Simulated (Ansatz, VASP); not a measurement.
**Pt: VASP beside Ansatz**

File POSCAR:

```
Pt
1.0
   -1.5947118289      1.5947118289      1.5947118289
    1.5947118289     -1.5947118289      1.5947118289
    1.5947118289      1.5947118289     -1.5947118289
Pt
1
Direct
    0.0000000000      0.0000000000      0.0000000000
```

File INCAR.step1:

```
PREC = Accurate
ENCUT = 520
ISMEAR = -1
SIGMA = 0.05
LREAL = False
LASPH = True
NELM = 80
NBANDS = 11
GGA = PE
ALGO = Normal
EDIFF = 1E-4
LWAVE = True
LCHARG = False
```

Contents of INCAR.step2:

```
PREC = Accurate
ENCUT = 520
EDIFF = 1E-6
ISMEAR = -1
SIGMA = 0.05
LREAL = False
LASPH = True
NELM = 80
ALGO = Normal
ISIF = 2
LWAVE = False
LCHARG = False
METAGGA = R2SCAN
LMIXTAU = True
NBANDS = 11
ISTART = 1
```

KPOINTS

```
Automatic mesh
0
Gamma
  12 12 12
```

input.yaml

```yaml
crystal:
  lattice:
    - [-1.5947118289, 1.5947118289, 1.5947118289]
    - [1.5947118289, -1.5947118289, 1.5947118289]
    - [1.5947118289, 1.5947118289, -1.5947118289]
  atoms:
    - { symbol: Pt, position: [0.0, 0.0, 0.0] }
hamiltonian:
  xc: r2scan
  pseudopotentials: { kind: paw }
kpoints:
  mp_grid: { grid: [12, 12, 12] }
scf:
  occupations: { method: fermi_dirac, width: 0.05 }
output:
  forces: true
  stress: true
  eigenvalues: true
```

This isn't the form of Pt at room conditions, which is fcc.

Alike in both runs: task single point; functional r2SCAN; k mesh 12 × 12 × 12; occupations fermi-dirac, width 0.05 eV; no spin polarisation.

|  | VASP | Ansatz |
| --- | --- | --- |
| version | VASP 6.6.1 | Ansatz 0.2.0 |
| potentials or method | VASP PAW PBE potentials, release 64 (Pt) | Ansatz PAW |
| plane-wave cutoff (eV) | 520 | 500 |
| valence electrons in the cell | 10 | 18 |

VASP gave:

| Property | Result |
| --- | --- |
| gap on the k mesh at the Fermi level (eV) | none |
| pressure (GPa) | -10.6 |

Q: Estimate Ansatz's values.

A: gap on the k mesh at the Fermi level (eV): none; pressure (GPa): -11.1.

A gap of «none» marks a metal or a gap that the smearing closes. The two sets of potentials don't hold the same shells in valence.

Caveats: the PAW data sets were made with another functional, which shifts forces and pressure a little (VASP); the PAW data sets come from PBE, with cores solved anew for the run's functional, which leaves a small shift of forces and pressure (Ansatz). The runs have no spin-orbit coupling, so splittings on Pt are missing.
